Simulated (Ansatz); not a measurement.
Input for Ansatz (plane-wave DFT, PAW):

```yaml
crystal:
  lattice:
    - [14.6, 0.0, 0.0]
    - [0.0, 14.9, 0.0]
    - [0.0, 0.0, 2.8225855362]
  atoms:
    - { symbol: Al, position: [0.4033361118, 0.3105647291, 0.0] }
    - { symbol: Al, position: [0.4033361118, 0.5, 0.0] }
    - { symbol: Al, position: [0.4033361118, 0.6894352709, 0.0] }
    - { symbol: Al, position: [0.5966638882, 0.3105647291, 0.0] }
    - { symbol: Al, position: [0.5966638882, 0.5, 0.0] }
    - { symbol: Al, position: [0.5966638882, 0.6894352709, 0.0] }
    - { symbol: Co, position: [0.3066722235, 0.4052823646, 0.5] }
    - { symbol: Co, position: [0.3066722235, 0.5947176354, 0.5] }
    - { symbol: Co, position: [0.5, 0.4052823646, 0.5] }
    - { symbol: Co, position: [0.5, 0.5947176354, 0.5] }
    - { symbol: Co, position: [0.6933277765, 0.4052823646, 0.5] }
    - { symbol: Co, position: [0.6933277765, 0.5947176354, 0.5] }
basis:
  ecutwfc: 420
kpoints:
  mp_grid: { grid: [1, 1, 19] }
hamiltonian:
  xc: pbesol
scf:
  occupations: { method: gaussian, width: 0.05 }
output:
  forces: true
  stress: true
  eigenvalues: true
  populations: true
  write_density: true
  write_potential: true
  elf: true
  volumetric_format: npy
relax:
  adjacent_minimum: "off"
  f_tol: 0.02
  max_steps: 45
  cell: { fix: [a, b, alpha, beta, gamma], stress_tol: 0.03 }
```

Launched with
```bash
ansatz run input.yaml --threads 4 --pin off --max-ram 11264MiB --backend cpu --events-out ev --progress --plain --runs-dir out
```

These are results of Ansatz, DFT PBEsol, scalar-relativistic, plane waves, PAW, not measurements.

Part of what the program printed, abridged:

```
Pseudopotentials: kind: paw
Pseudopotential: Al, paw, valence charge 3, recommended cutoff 420 eV (normal)
Pseudopotential: Co, paw, valence charge 17, recommended cutoff 420 eV (normal)
Functional definition: PBEsol
Crystal: 12 atoms, lattice volume = 614.025 Å³
Basis set: ecut = 420 eV, 12029 PW (Γ), exchange–correlation on 200×200×40 points (8 copies of the dense FFT grid, shifted against one another)
Bands: 72, of which v1, the nominal top of the filled ones, is band 60 counted from 1 (59 counted from 0)
Symmetry: 8 space group operations
Space group: Pmmm (ITA 47), of the structure as read, at distance tolerance 8.5e-5 Å
k-points: 10 of 19
Initial density: superposition of atomic densities (neutral atoms: chi_scale 0, normalization atom), corrected by the library's trained network
Initial wavefunctions: pseudopotential atomic-orbital guess
Functional: x = pbesol(κ = 0.804, μ = 0.12345679), c = pbesol(β = 0.046)
SCF iter   1: F=—  HF=-33698.303966 eV  |F-HF|=—  |Δ(HF+E_count)|=         —  Δρ=1.29e-2  dr2=7.11e-1  ethr=1.77e-3  ⟨swp⟩=10.9  Hψ=3408  notcnv=0  defer=1
SCF iter   2: F=—  HF=-33698.431205 eV  |F-HF|=—  |Δ(HF+E_count)|=   1.27e-1  Δρ=2.29e-2  dr2=2.00e0  ethr=5.92e-4  ⟨swp⟩=4.6  Hψ=1640  notcnv=0  defer=29  recentre
SCF iter   3: F=—  HF=-33698.251725 eV  |F-HF|=—  |Δ(HF+E_count)|=   1.79e-1  Δρ=7.03e-3  dr2=2.12e-1  ethr=5.92e-4  ⟨swp⟩=3.0  Hψ=1147  notcnv=0  defer=29
SCF iter   4: F=—  HF=-33698.237401 eV  |F-HF|=—  |Δ(HF+E_count)|=   1.43e-2  Δρ=1.03e-3  dr2=6.67e-3  ethr=1.77e-4  ⟨swp⟩=2.6  Hψ=1139  notcnv=0  defer=28
SCF iter   5: F=—  HF=-33698.241172 eV  |F-HF|=—  |Δ(HF+E_count)|=   3.77e-3  Δρ=7.83e-4  dr2=2.95e-3  ethr=5.56e-6  ⟨swp⟩=2.0  Hψ=1076  notcnv=0  defer=28
SCF iter   6: F=—  HF=-33698.242545 eV  |F-HF|=—  |Δ(HF+E_count)|=   1.37e-3  Δρ=4.64e-4  dr2=1.19e-3  ethr=2.46e-6  ⟨swp⟩=1.9  Hψ=777  notcnv=0  defer=28
SCF iter   7: F=—  HF=-33698.242563 eV  |F-HF|=—  |Δ(HF+E_count)|=   1.78e-5  Δρ=2.19e-4  dr2=3.53e-4  ethr=9.89e-7  ⟨swp⟩=1.6  Hψ=742  notcnv=0  defer=28
SCF iter   8: F=—  HF=-33698.242633 eV  |F-HF|=—  |Δ(HF+E_count)|=   6.97e-5  Δρ=2.89e-4  dr2=3.60e-4  ethr=2.94e-7  ⟨swp⟩=2.0  Hψ=998  notcnv=0  defer=28
SCF iter   9: F=—  HF=-33698.242617 eV  |F-HF|=—  |Δ(HF+E_count)|=   1.60e-5  Δρ=6.62e-5  dr2=2.19e-5  ethr=2.94e-7  ⟨swp⟩=2.1  Hψ=852  notcnv=0  defer=28
SCF iter  10: F=—  HF=-33698.242237 eV  |F-HF|=—  |Δ(HF+E_count)|=   3.80e-4  Δρ=3.76e-5  dr2=5.18e-6  ethr=1.83e-8  ⟨swp⟩=2.2  Hψ=1012  notcnv=0  defer=28
SCF iter  11: F=—  HF=-33698.242238 eV  |F-HF|=—  |Δ(HF+E_count)|=   8.73e-7  Δρ=1.30e-5  dr2=8.69e-7  ethr=4.31e-9  ⟨swp⟩=2.0  Hψ=909  notcnv=0  defer=28
SCF iter  12: F=-33698.242240 eV  HF=-33698.242240 eV  |F-HF|=6.40e-8  |Δ(HF+E_count)|=   1.40e-6  Δρ=2.45e-6  dr2=3.64e-8  ethr=8.33e-11  ⟨swp⟩=18.3  Hψ=6212  notcnv=0
SCF 1 converged in 12 iterations: F = -33698.242240 eV  dr2 = 3.64e-8
relax step   1: F+E_penalty+E_count = -33698.24223961 eV  Δ(F+E_penalty+E_count) = +0.000e0 eV  max|allowed force component| = 1.266e0 eV/Å  Δτ_max = 0.0000 Å  P = -2.559 GPa  Ω = 614.025 Å³  fix = [a, b, alpha, beta, gamma]  reactions: a -1.761, b -2.154 GPa (12 SCF iters, dr2 threshold 1.00e-7 eV, accepted)
Crystal: 12 atoms, lattice volume = 594.102 Å³
Basis set: ecut = 420 eV, 11681 PW (Γ), exchange–correlation on 200×200×40 points (8 copies of the dense FFT grid, shifted against one another)
Initial density: handed on by an earlier stage of this run
Initial wavefunctions: those handed on with the density
SCF iter   1: F=—  HF=-33699.068828 eV  |F-HF|=—  |Δ(HF+E_count)|=         —  Δρ=9.37e-3  dr2=7.83e-1  ethr=6.38e-4  ⟨swp⟩=2.1  Hψ=3783  notcnv=0
SCF iter   2: F=—  HF=-33699.208734 eV  |F-HF|=—  |Δ(HF+E_count)|=   1.40e-1  Δρ=1.76e-2  dr2=1.85e0  ethr=6.38e-4  ⟨swp⟩=4.6  Hψ=1403  notcnv=0  recentre
SCF iter   3: F=—  HF=-33698.992935 eV  |F-HF|=—  |Δ(HF+E_count)|=   2.16e-1  Δρ=5.51e-3  dr2=1.46e-1  ethr=6.38e-4  ⟨swp⟩=3.6  Hψ=1330  notcnv=0  defer=26
SCF iter   4: F=—  HF=-33698.978566 eV  |F-HF|=—  |Δ(HF+E_count)|=   1.44e-2  Δρ=1.35e-3  dr2=1.11e-2  ethr=1.21e-4  ⟨swp⟩=2.0  Hψ=1050  notcnv=0  defer=26
SCF iter   5: F=—  HF=-33698.980000 eV  |F-HF|=—  |Δ(HF+E_count)|=   1.43e-3  Δρ=7.86e-4  dr2=3.73e-3  ethr=9.25e-6  ⟨swp⟩=1.3  Hψ=760  notcnv=0  defer=26
SCF iter   6: F=—  HF=-33698.980890 eV  |F-HF|=—  |Δ(HF+E_count)|=   8.90e-4  Δρ=2.29e-4  dr2=1.77e-4  ethr=3.11e-6  ⟨swp⟩=1.0  Hψ=694  notcnv=0  defer=26
SCF iter   7: F=—  HF=-33698.980969 eV  |F-HF|=—  |Δ(HF+E_count)|=   7.91e-5  Δρ=1.76e-4  dr2=2.11e-4  ethr=1.47e-7  ⟨swp⟩=2.2  Hψ=1057  notcnv=0  defer=26
SCF iter   8: F=—  HF=-33698.981013 eV  |F-HF|=—  |Δ(HF+E_count)|=   4.43e-5  Δρ=7.84e-5  dr2=2.97e-5  ethr=1.47e-7  ⟨swp⟩=2.0  Hψ=919  notcnv=0  defer=26
SCF iter   9: F=—  HF=-33698.981019 eV  |F-HF|=—  |Δ(HF+E_count)|=   5.96e-6  Δρ=2.49e-5  dr2=2.31e-6  ethr=2.47e-8  ⟨swp⟩=2.1  Hψ=939  notcnv=0  defer=26
SCF iter  10: F=-33698.981019 eV  HF=-33698.981019 eV  |F-HF|=2.22e-7  |Δ(HF+E_count)|=   2.21e-7  Δρ=7.38e-6  dr2=3.39e-7  ethr=1.00e-9  ⟨swp⟩=23.3  Hψ=6786  notcnv=0
SCF 2 converged in 10 iterations: F = -33698.981019 eV  dr2 = 3.39e-7
relax step   2: F+E_penalty+E_count = -33698.98101895 eV  Δ(F+E_penalty+E_count) = -7.388e-1 eV  max|allowed force component| = 5.725e-1 eV/Å  Δτ_max = 0.0819 Å  P = -1.193 GPa  Ω = 594.102 Å³  energy of the carried Pulay correction = +3.079e-3 eV  fix = [a, b, alpha, beta, gamma]  reactions: a -0.942, b -1.131 GPa (10 SCF iters, dr2 threshold 1.20e-6 eV, accepted)
Crystal: 12 atoms, lattice volume = 581.830 Å³
Basis set: ecut = 420 eV, 11437 PW (Γ), exchange–correlation on 200×200×40 points (8 copies of the dense FFT grid, shifted against one another)
SCF iter   1: F=—  HF=-33699.338283 eV  |F-HF|=—  |Δ(HF+E_count)|=         —  Δρ=9.60e-3  dr2=5.71e-1  ethr=4.54e-4  ⟨swp⟩=2.2  Hψ=3973  notcnv=0
SCF iter   2: F=—  HF=-33699.588939 eV  |F-HF|=—  |Δ(HF+E_count)|=   2.51e-1  Δρ=1.70e-2  dr2=1.84e0  ethr=4.54e-4  ⟨swp⟩=5.9  Hψ=1985  notcnv=0  recentre
SCF iter   3: F=—  HF=-33699.235077 eV  |F-HF|=—  |Δ(HF+E_count)|=   3.54e-1  Δρ=4.14e-3  dr2=5.66e-2  ethr=4.54e-4  ⟨swp⟩=4.4  Hψ=1894  notcnv=0  defer=33
SCF iter   4: F=—  HF=-33699.230703 eV  |F-HF|=—  |Δ(HF+E_count)|=   4.37e-3  Δρ=1.39e-3  dr2=6.58e-3  ethr=4.72e-5  ⟨swp⟩=2.0  Hψ=1102  notcnv=0  defer=33
SCF iter   5: F=—  HF=-33699.231239 eV  |F-HF|=—  |Δ(HF+E_count)|=   5.36e-4  Δρ=3.62e-4  dr2=4.32e-4  ethr=5.49e-6  ⟨swp⟩=2.2  Hψ=1061  notcnv=0  defer=33
SCF iter   6: F=—  HF=-33699.231057 eV  |F-HF|=—  |Δ(HF+E_count)|=   1.82e-4  Δρ=1.98e-4  dr2=1.79e-4  ethr=3.60e-7  ⟨swp⟩=2.2  Hψ=1094  notcnv=0  defer=33
SCF iter   7: F=—  HF=-33699.231104 eV  |F-HF|=—  |Δ(HF+E_count)|=   4.70e-5  Δρ=8.89e-5  dr2=5.04e-5  ethr=1.49e-7  ⟨swp⟩=2.0  Hψ=984  notcnv=0  defer=33
SCF iter   8: F=—  HF=-33699.231110 eV  |F-HF|=—  |Δ(HF+E_count)|=   5.80e-6  Δρ=4.20e-5  dr2=8.81e-6  ethr=4.20e-8  ⟨swp⟩=2.0  Hψ=973  notcnv=0  defer=33
   ...
Crystal: 12 atoms, lattice volume = 574.538 Å³
Basis set: ecut = 420 eV, 11293 PW (Γ), exchange–correlation on 200×200×40 points (8 copies of the dense FFT grid, shifted against one another)
SCF iter   1: F=—  HF=-33699.398170 eV  |F-HF|=—  |Δ(HF+E_count)|=         —  Δρ=2.14e-3  dr2=1.75e-2  ethr=1.53e-5  ⟨swp⟩=2.0  Hψ=3009  notcnv=0
SCF iter   2: F=—  HF=-33699.399953 eV  |F-HF|=—  |Δ(HF+E_count)|=   1.78e-3  Δρ=3.57e-3  dr2=2.63e-2  ethr=1.46e-5  ⟨swp⟩=2.0  Hψ=1186  notcnv=0
SCF iter   3: F=—  HF=-33699.395980 eV  |F-HF|=—  |Δ(HF+E_count)|=   3.97e-3  Δρ=1.13e-3  dr2=2.80e-3  ethr=1.46e-5  ⟨swp⟩=1.0  Hψ=720  notcnv=0
SCF iter   4: F=—  HF=-33699.395665 eV  |F-HF|=—  |Δ(HF+E_count)|=   3.14e-4  Δρ=2.30e-4  dr2=1.66e-4  ethr=2.34e-6  ⟨swp⟩=2.1  Hψ=1099  notcnv=0
SCF iter   5: F=—  HF=-33699.394952 eV  |F-HF|=—  |Δ(HF+E_count)|=   7.13e-4  Δρ=1.20e-4  dr2=5.89e-5  ethr=1.38e-7  ⟨swp⟩=2.2  Hψ=1066  notcnv=0
SCF iter   6: F=—  HF=-33699.394959 eV  |F-HF|=—  |Δ(HF+E_count)|=   6.61e-6  Δρ=5.31e-5  dr2=1.73e-5  ethr=4.91e-8  ⟨swp⟩=2.4  Hψ=977  notcnv=0
SCF iter   7: F=—  HF=-33699.394968 eV  |F-HF|=—  |Δ(HF+E_count)|=   9.49e-6  Δρ=3.19e-5  dr2=6.41e-6  ethr=1.44e-8  ⟨swp⟩=1.6  Hψ=773  notcnv=0
SCF iter   8: F=—  HF=-33699.394972 eV  |F-HF|=—  |Δ(HF+E_count)|=   3.73e-6  Δρ=1.19e-5  dr2=4.62e-7  ethr=5.34e-9  ⟨swp⟩=1.9  Hψ=859  notcnv=0
SCF iter   9: F=-33699.394972 eV  HF=-33699.394972 eV  |F-HF|=2.12e-7  |Δ(HF+E_count)|=   9.42e-8  Δρ=3.42e-6  dr2=5.47e-8  ethr=1.64e-10  ⟨swp⟩=14.2  Hψ=6276  notcnv=0
SCF 8 converged in 9 iterations: F = -33699.394972 eV  dr2 = 5.47e-8
relax step   8: F+E_penalty+E_count = -33699.39497227 eV  Δ(F+E_penalty+E_count) = -4.891e-4 eV  max|allowed force component| = 4.270e-2 eV/Å  Δτ_max = 0.0129 Å  P = -0.007 GPa  Ω = 574.538 Å³  energy of the carried Pulay correction = +6.204e-3 eV  fix = [a, b, alpha, beta, gamma]  reactions: a +0.017, b -0.041 GPa (9 SCF iters, dr2 threshold 1.97e-7 eV, accepted)
Crystal: 12 atoms, lattice volume = 574.278 Å³
SCF iter   1: F=—  HF=-33699.397163 eV  |F-HF|=—  |Δ(HF+E_count)|=         —  Δρ=1.01e-3  dr2=5.85e-3  ethr=4.97e-6  ⟨swp⟩=2.0  Hψ=2929  notcnv=0
SCF iter   2: F=—  HF=-33699.397875 eV  |F-HF|=—  |Δ(HF+E_count)|=   7.11e-4  Δρ=1.74e-3  dr2=8.48e-3  ethr=4.87e-6  ⟨swp⟩=2.0  Hψ=1129  notcnv=0
SCF iter   3: F=—  HF=-33699.396320 eV  |F-HF|=—  |Δ(HF+E_count)|=   1.55e-3  Δρ=4.19e-4  dr2=6.60e-4  ethr=4.87e-6  ⟨swp⟩=2.5  Hψ=991  notcnv=0
SCF iter   4: F=—  HF=-33699.396274 eV  |F-HF|=—  |Δ(HF+E_count)|=   4.53e-5  Δρ=1.86e-4  dr2=1.34e-4  ethr=5.50e-7  ⟨swp⟩=2.0  Hψ=1062  notcnv=0
SCF iter   5: F=—  HF=-33699.396270 eV  |F-HF|=—  |Δ(HF+E_count)|=   4.43e-6  Δρ=5.44e-5  dr2=1.56e-5  ethr=1.12e-7  ⟨swp⟩=2.0  Hψ=922  notcnv=0
SCF iter   6: F=—  HF=-33699.395561 eV  |F-HF|=—  |Δ(HF+E_count)|=   7.09e-4  Δρ=2.52e-5  dr2=2.81e-6  ethr=1.30e-8  ⟨swp⟩=2.0  Hψ=950  notcnv=0
SCF iter   7: F=—  HF=-33699.395564 eV  |F-HF|=—  |Δ(HF+E_count)|=   3.62e-6  Δρ=8.29e-6  dr2=3.45e-7  ethr=2.34e-9  ⟨swp⟩=2.3  Hψ=939  notcnv=0
SCF iter   8: F=-33699.395565 eV  HF=-33699.395565 eV  |F-HF|=3.13e-10  |Δ(HF+E_count)|=   4.70e-7  Δρ=2.17e-6  dr2=2.04e-8  ethr=9.50e-11  ⟨swp⟩=14.2  Hψ=6155  notcnv=0
SCF 9 converged in 8 iterations: F = -33699.395565 eV  dr2 = 2.04e-8
relax step   9: F+E_penalty+E_count = -33699.39556471 eV  Δ(F+E_penalty+E_count) = -5.924e-4 eV  max|allowed force component| = 1.892e-3 eV/Å  Δτ_max = 0.0078 Å  P = +0.002 GPa  Ω = 574.278 Å³  energy of the carried Pulay correction = +6.246e-3 eV  fix = [a, b, alpha, beta, gamma]  reactions: a +0.008, b +0.003 GPa (8 SCF iters, dr2 threshold 1.14e-7 eV, accepted)
Basis set: ecut = 420 eV, 11285 PW (Γ), exchange–correlation on 200×200×36 points (8 copies of the dense FFT grid, shifted against one another)
Initial wavefunctions: pseudopotential atomic-orbital guess (no wavefunctions were taken with the density)
SCF iter   1: F=—  HF=-33699.392452 eV  |F-HF|=—  |Δ(HF+E_count)|=         —  Δρ=1.28e-4  dr2=1.18e-5  ethr=6.98e-6  ⟨swp⟩=3.2  Hψ=5122  notcnv=0
SCF iter   2: F=—  HF=-33699.391868 eV  |F-HF|=—  |Δ(HF+E_count)|=   5.84e-4  Δρ=7.25e-5  dr2=4.05e-5  ethr=9.82e-9  ⟨swp⟩=3.4  Hψ=1710  notcnv=0
SCF iter   3: F=—  HF=-33699.391870 eV  |F-HF|=—  |Δ(HF+E_count)|=   2.29e-6  Δρ=3.95e-5  dr2=4.58e-6  ethr=9.82e-9  ⟨swp⟩=2.0  Hψ=1038  notcnv=0
SCF iter   4: F=—  HF=-33699.391566 eV  |F-HF|=—  |Δ(HF+E_count)|=   3.04e-4  Δρ=4.52e-5  dr2=8.13e-6  ethr=3.82e-9  ⟨swp⟩=2.2  Hψ=1344  notcnv=0
SCF iter   5: F=—  HF=-33699.391565 eV  |F-HF|=—  |Δ(HF+E_count)|=   4.13e-7  Δρ=1.37e-5  dr2=1.02e-6  ethr=3.82e-9  ⟨swp⟩=2.0  Hψ=964  notcnv=0
SCF iter   6: F=—  HF=-33699.391565 eV  |F-HF|=—  |Δ(HF+E_count)|=   5.48e-8  Δρ=5.87e-6  dr2=1.52e-7  ethr=8.50e-10  ⟨swp⟩=2.0  Hψ=962  notcnv=0
SCF iter   7: F=—  HF=-33699.391565 eV  |F-HF|=—  |Δ(HF+E_count)|=   3.94e-9  Δρ=1.53e-6  dr2=7.50e-9  ethr=1.27e-10  ⟨swp⟩=2.0  Hψ=1029  notcnv=0
SCF iter   8: F=—  HF=-33699.391565 eV  |F-HF|=—  |Δ(HF+E_count)|=   4.04e-9  Δρ=6.37e-7  dr2=3.20e-9  ethr=6.25e-12  ⟨swp⟩=2.2  Hψ=1256  notcnv=0
SCF iter   9: F=—  HF=-33699.391565 eV  |F-HF|=—  |Δ(HF+E_count)|=  8.88e-10  Δρ=3.95e-7  dr2=1.26e-9  ethr=2.67e-12  ⟨swp⟩=2.0  Hψ=934  notcnv=0
SCF iter  10: F=-33699.391565 eV  HF=-33699.391565 eV  |F-HF|=9.46e-11  |Δ(HF+E_count)|=  6.77e-10  Δρ=8.45e-8  dr2=1.22e-11  ethr=1.00e-12  ⟨swp⟩=8.5  Hψ=4628  notcnv=0
SCF 10 converged in 10 iterations: F = -33699.391565 eV  dr2 = 1.22e-11
WARN: The output density's exchange-correlation potential varies sharply where the density is thin. Do not read a vacuum level from v_tot or v_xc, or from such a field of the output density. On a cell that repeats whose density bears no net charge and no dipole along the vacuum's axis use v_es (v_loc + v_h of the components); under efield.dipole_correction with no amplitude use v_es + v_field, which holds any external_charges[].barrier, or the levels of the report's work_function block, which leave it out; under a non-zero efield.amplitude the vacuum is tilted and has no level; on a cell that repeats and bears such a dipole with no correction it is tilted too, and efield.dipole_correction wi ...
SCF converged after 10 iterations
Free energy (F): -33699.391565 eV
Harris-Foulkes:  -33699.391565 eV  (|F-HF|=9.46e-11)
Internal energy: -33699.366249 eV  (E = F + TS)
E sigma→0 (E₀):  -33699.378907 eV
Entropy (-TS):   -0.025316 eV (-2.110 meV/atom)
Fermi energy:    0.186608 eV
--- Per-component energies (eV) ---
  E_band       = -3344.853945
  E_kinetic    = 2885.892484
  E_local      = -84036.500364  (includes V_loc(G=0)·N_el)
  E_nonlocal   = 2828.271312
  E_hartree    = 39683.770728
  E_xc         = -1179.759530
  E_vxc        = -1397.361690  (∫ρ·V_xc dr)
  E_paw        = -11650.500360  (= ΣΔE_a)
  E_vpaw       = -2992.697176  (= ΣTr[D̂ρ^β])
  E_aug_tail   = 0.000322  (compensation charges beyond the density's cutoff)
  E_ewald      = 17768.213810
  E_core_change = 1.245350  (= ΣΔE_core)
  E_smearing   = -0.025316  (= −TS)
--- Forces (eV/Å), atoms counted from 1 ---
  atom   1  Al    -0.00179123     0.00188177     0.00000000
  atom   2  Al     0.00066678     0.00000000     0.00000000
  atom   3  Al    -0.00179123    -0.00188177     0.00000000
  atom   4  Al     0.00179123     0.00188177     0.00000000
  atom   5  Al    -0.00066678     0.00000000     0.00000000
  atom   6  Al     0.00179123    -0.00188177     0.00000000
  atom   7  Co     0.00013431    -0.00203816     0.00000000
  atom   8  Co     0.00013431     0.00203816     0.00000000
  atom   9  Co     0.00000000     0.00023987     0.00000000
  atom  10  Co     0.00000000    -0.00023987     0.00000000
  atom  11  Co    -0.00013431    -0.00203816     0.00000000
  atom  12  Co    -0.00013431     0.00203816     0.00000000
--- Stress (GPa, compression-positive) ---
        0.002984       0.000000       0.000000
        0.000000      -0.001963       0.000000
        0.000000       0.000000      -0.017242
  P = ⅓ Tr σ = -0.0054 GPa (-0.054 kbar)
--- Band table (eV; the first three rows and the last of 10) ---
  k-point 0: bands = ["-93.9636", "-93.9635", "-93.7739", "-93.7739", "-93.7484", "-93.7484", "-57.4662", "-57.4657", "-57.4362", "-57.4361", "-57.4296", "-57.4294", "-57.3248", "-57.3213", "-57.2402", "-57.2402", "-57.1899", "-57.1899", "-57.1710", "-57.1710", "-57.1091", "-57.1089", "-57.0879", "-57.0877", "-9.9582", "-8.2806", "-8.2064", "-6.8518", "-6.1821", "-5.2317", "-5.1690", "-3.6851", "-3.3915", "-3.0587", "-3.0152", "-2.6896", "-2.4258", "-2.1751", "-2.0308", "-2.0049", "-1.8559", "-1.8441", "-1.5277", "-1.3271", "-1.1882", "-0.9905", "-0.6899", "-0.6536", "-0.6511", "-0.6449", "-0.5849", "-0.4788", "-0.4140", "-0.3419", "-0.3416", "-0.3308", "-0.1385", "-0.0511", "-0.0413", "-0.0 ...
  k-point 1: bands = ["-93.9634", "-93.9632", "-93.7736", "-93.7736", "-93.7482", "-93.7482", "-57.4659", "-57.4655", "-57.4359", "-57.4358", "-57.4323", "-57.4321", "-57.3245", "-57.3211", "-57.2400", "-57.2400", "-57.1925", "-57.1925", "-57.1735", "-57.1735", "-57.1089", "-57.1086", "-57.0877", "-57.0875", "-9.8996", "-8.2271", "-8.1480", "-6.8023", "-6.1354", "-5.1890", "-5.1084", "-3.6284", "-3.3441", "-3.0195", "-2.9793", "-2.6592", "-2.4022", "-2.1608", "-2.0171", "-1.9793", "-1.8382", "-1.8287", "-1.5186", "-1.3028", "-1.1824", "-1.0428", "-0.8786", "-0.7598", "-0.6809", "-0.6329", "-0.6068", "-0.4589", "-0.3618", "-0.3558", "-0.3350", "-0.2400", "-0.1668", "-0.1488", "-0.0444", "0.02 ...
  k-point 2: bands = ["-93.9627", "-93.9626", "-93.7729", "-93.7729", "-93.7475", "-93.7475", "-57.4651", "-57.4647", "-57.4400", "-57.4398", "-57.4351", "-57.4350", "-57.3237", "-57.3203", "-57.2394", "-57.2394", "-57.2002", "-57.2002", "-57.1810", "-57.1810", "-57.1081", "-57.1079", "-57.0870", "-57.0868", "-9.7247", "-8.0677", "-7.9739", "-6.6552", "-5.9967", "-5.0627", "-4.9292", "-3.4640", "-3.2037", "-2.9102", "-2.8789", "-2.5742", "-2.3368", "-2.1189", "-1.9886", "-1.9078", "-1.8146", "-1.7511", "-1.4959", "-1.2328", "-1.1849", "-1.1717", "-1.1334", "-0.9180", "-0.7439", "-0.7084", "-0.6137", "-0.5778", "-0.4599", "-0.3496", "-0.3201", "-0.2963", "-0.1827", "-0.1399", "-0.0319", "0.03 ...
  k-point 9: bands = ["-93.9548", "-93.9546", "-93.7651", "-93.7651", "-93.7398", "-93.7398", "-57.5277", "-57.5274", "-57.4564", "-57.4561", "-57.4260", "-57.4259", "-57.3151", "-57.3119", "-57.2868", "-57.2868", "-57.2647", "-57.2647", "-57.2324", "-57.2324", "-57.0998", "-57.0996", "-57.0791", "-57.0789", "-5.7156", "-4.8889", "-4.8875", "-4.1230", "-4.1117", "-3.7758", "-3.4072", "-3.3664", "-3.0412", "-2.8775", "-2.7365", "-2.6576", "-2.6511", "-2.3804", "-1.9045", "-1.6133", "-1.5257", "-1.4991", "-1.4705", "-1.3108", "-1.2389", "-1.2096", "-1.0963", "-1.0430", "-0.8643", "-0.5654", "-0.4624", "-0.2414", "-0.2085", "-0.1221", "0.1313", "0.1773", "0.2023", "0.3302", "0.3587", "0.6842",  ...
--- Relaxed structure (9 steps of the walk, 9 accepted, 1 SCFs on fresh bases) ---
  F+E_penalty+E_count = -33699.39156537 eV   max|allowed force component| = 2.038e-3 eV/Å   (the final SCF, on the basis selected at the relaxed cell)
  cell:  # Å, volume = 574.2779 Å³
    - [14.6, 0.0, 0.0]
    - [0.0, 14.9, 0.0]
    - [0.0, 0.0, 2.63987247]
  atoms:
    - { symbol: Al, position: [0.38336756, 0.31918970, 0.0] }
    - { symbol: Al, position: [0.41068149, 0.5, 0.0] }
    - { symbol: Al, position: [0.38336756, 0.68081029, 0.0] }
    - { symbol: Al, position: [0.61663243, 0.31918970, 0.0] }
    - { symbol: Al, position: [0.58931850, 0.5, 0.0] }
    - { symbol: Al, position: [0.61663243, 0.68081029, 0.0] }
    - { symbol: Co, position: [0.29993345, 0.42275537, 0.49999999] }
    - { symbol: Co, position: [0.29993345, 0.57724462, 0.49999999] }
    - { symbol: Co, position: [0.49999999, 0.38826173, 0.49999999] }
    - { symbol: Co, position: [0.49999999, 0.61173826, 0.49999999] }
    - { symbol: Co, position: [0.70006654, 0.42275537, 0.49999999] }
    - { symbol: Co, position: [0.70006654, 0.57724462, 0.49999999] }
--- Löwdin populations: 12 sites ---
  site symbol q [e]
     0     Al      3.0811
     1     Al      3.2622
     2     Al      3.0811
     3     Al      3.0811
     4     Al      3.2622
     5     Al      3.0811
     6     Co     16.6445
     7     Co     16.6445
     8     Co     16.6769
     9     Co     16.6769
    10     Co     16.6445
    11     Co     16.6445
  spilling = 0.010161 (of n_electrons = 120.000000)
```

The relaxation met its thresholds.

Time: 2.8 min on 4 threads of Intel(R) Xeon(R) Platinum 8259CL CPU @ 2.50GHz (Skylake/Cascade Lake), on a shared host, peak memory 1.6 GiB.

Spin polarisation was left out, and a magnetic state may lie lower.